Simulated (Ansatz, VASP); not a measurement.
**Two plane-wave programs on SrO**

File INCAR:

```
ALGO     = Normal         # electronic algorithm
EDIFF    = 1E-7           # SCF threshold, eV
ENCUT    = 520            # plane-wave cutoff, eV
GGA      = PE             # functional
ISIF     = 2              # what is computed and relaxed
ISMEAR   = 0              # smearing method
LASPH    = T              # aspherical terms in the spheres
LCHARG   = F              # write CHGCAR
LREAL    = F              # projectors in reciprocal space
LWAVE    = F              # write WAVECAR
NBANDS   = 15             # bands
NELM     = 100            # most SCF steps
PREC     = Accurate       # precision mode
SIGMA    = 0.05           # smearing width, eV
```

Contents of KPOINTS:

```
k-points
0
Gamma
  8 8 8
```

File POSCAR:

```
SrO
1.0
    0.0000000000      2.7128535499      2.3059255175
    2.7128535499      0.0000000000      2.3059255175
    2.7128535499      2.7128535499      0.0000000000
Sr O
1 1
Direct
    0.0000000000      0.0000000000      0.0000000000
    0.5000000000      0.5000000000      0.5000000000
```

Input for Ansatz:

```yaml
crystal:
  lattice:
    - [0.0, 2.7128535499, 2.3059255175]
    - [2.7128535499, 0.0, 2.3059255175]
    - [2.7128535499, 2.7128535499, 0.0]
  atoms:
    - { symbol: Sr, position: [0.0, 0.0, 0.0] }
    - { symbol: O, position: [0.5, 0.5, 0.5] }
basis:
  ecutwfc: 420
kpoints:
  mp_grid: { grid: [8, 8, 8] }
hamiltonian:
  xc: pbe
scf:
  occupations: { method: gaussian, width: 0.05 }
output:
  forces: true
  stress: true
  eigenvalues: true
```

Alike in both runs: task single point; functional PBE; k mesh 8 × 8 × 8; occupations gaussian, width 0.05 eV; no spin polarisation.

|  | VASP | Ansatz |
| --- | --- | --- |
| version | VASP 6.6.1 | Ansatz 0.2.0 |
| potentials or method | VASP PAW PBE potentials, release 64 (Sr_sv, O) | scalar-relativistic, plane waves, PAW |
| plane-wave cutoff (eV) | 520 | 420 |
| valence electrons in the cell | 16 | 16 |

Ansatz gave:

| Item | Value |
| --- | --- |
| gap on the k mesh at the Fermi level (eV) | 2.32 |
| least direct gap on the mesh (eV) | 2.45 |
| pressure (GPa) | 9.1 |
| largest component of the traceless stress (GPa) | 21.37 |

Question: Estimate VASP's values.

Answer: gap on the k mesh at the Fermi level (eV): 2.27; least direct gap on the mesh (eV): 2.41; pressure (GPa): 10.0; largest component of the traceless stress (GPa): 22.56.

With one functional, cell and mesh, what is left measures potentials, basis and numerics.

A k mesh can miss the band edges. Expect the measured gap to be larger: semilocal functionals such as PBE lack the derivative discontinuity.
